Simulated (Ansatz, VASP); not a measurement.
# One calculation of MgO, two programs

```xyz
4
Lattice="3.4132 0.0000 0.0000 -1.7066 2.9559 0.0000 0.0000 0.0000 4.3906" Properties=species:S:1:pos:R:3 pbc="T T T"
Mg    1.7066    1.0091    3.2930
Mg    0.0000    1.9468    1.0977
O     1.7066    0.9677    1.0977
O     0.0000    1.9881    3.2930
```

Change from the starting cell: mode 5 frozen in at +0.024 Å, strain +e along z and -e/2 along x and y +0.0467.

Alike in both runs: task single point; functional PBEsol; k mesh 9 × 9 × 6; occupations gaussian, width 0.05 eV; no spin polarisation.

|  | VASP | Ansatz |
| --- | --- | --- |
| version | VASP 6.6.1 | Ansatz 0.2.0 |
| potentials or method | VASP PAW PBE potentials, release 64 (Mg, O) | scalar-relativistic, plane waves, PAW |
| plane-wave cutoff (eV) | 520 | 520 |
| valence electrons in the cell | 16 | 32 |

VASP gave:

- gap on the k mesh at the Fermi level (eV): 3.19
- least direct gap on the mesh (eV): 3.19
- pressure (GPa): 0.7
- largest component of the traceless stress (GPa): 7.28
- rms of the force components (eV/Å): 0.076

Task: What did Ansatz give for the same quantities?

Result: gap on the k mesh at the Fermi level (eV): 3.20; least direct gap on the mesh (eV): 3.20; pressure (GPa): 1.0; largest component of the traceless stress (GPa): 7.15; rms of the force components (eV/Å): 0.075.

Atom by atom the forces differ by 0.001 eV/Å (rms over components). The functional is the same, so the differences come from potentials, cutoffs and numerics. The two sets of potentials don't hold the same shells in valence. Ansatz warned: «pseudo_functional_mismatch».

Caveats: the PAW data sets were made with another functional, which shifts forces and pressure a little (VASP).
